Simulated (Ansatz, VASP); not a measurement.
## CuAu: VASP beside Ansatz

File INCAR:

```
ALGO = Fast
EDIFF = 1E-6
ENCUT = 520
GGA = PE
ISIF = 2
ISMEAR = 0
LASPH = True
LCHARG = False
LREAL = False
LWAVE = False
NBANDS = 18
NELM = 100
PREC = Accurate
SIGMA = 0.15
```

KPOINTS

```
k-points
0
Gamma
  18 18 14
```

File POSCAR:

```
CuAu
1.0
    2.6600000000      0.0000000000      0.0000000000
    0.0000000000      2.6600000000      0.0000000000
    0.0000000000      0.0000000000      3.4865000000
Cu Au
1 1
Direct
    0.5000000000      0.5000000000      0.5000000000
    0.0000000000      0.0000000000      0.0000000000
```

Input for Ansatz:

```yaml
crystal:
  lattice:
    - [2.66, 0.0, 0.0]
    - [0.0, 2.66, 0.0]
    - [0.0, 0.0, 3.4865]
  atoms:
    - { symbol: Cu, position: [0.5, 0.5, 0.5] }
    - { symbol: Au, position: [0.0, 0.0, 0.0] }
basis:
  ecutwfc: 420
kpoints:
  mp_grid: { grid: [18, 18, 14] }
hamiltonian:
  xc: pbe
scf:
  occupations: { method: gaussian, width: 0.15 }
output:
  forces: true
  stress: true
  eigenvalues: true
```

Change from the starting cell: strain -0.050 along x and y, -0.050 along z, atoms carried along.

Alike in both runs: task single point; functional PBE; k mesh 18 × 18 × 14; occupations gaussian, width 0.15 eV; no spin polarisation.

```csv
,VASP,Ansatz
version,VASP 6.6.1,Ansatz 0.2.0
potentials or method,"VASP PAW PBE potentials, release 64 (Cu, Au)","scalar-relativistic, plane waves, PAW"
plane-wave cutoff (eV),520,420
valence electrons in the cell,22,38
```

Ansatz gave:

- gap on the k mesh at the Fermi level (eV): none
- pressure (GPa): 47.2
- largest component of the traceless stress (GPa): 2.03

Problem. Which values does VASP return?

Solution. gap on the k mesh at the Fermi level (eV): none; pressure (GPa): 47.5; largest component of the traceless stress (GPa): 1.91.

A gap of «none» marks a metal or a gap that the smearing closes. With one functional, cell and mesh, what is left measures potentials, basis and numerics. The two sets of potentials don't hold the same shells in valence.

Caveats: so large a pressure means that the cell lies far from this level's equilibrium, or that cutoff or potentials fall short (VASP). The runs have no spin-orbit coupling, so splittings on Au are missing.
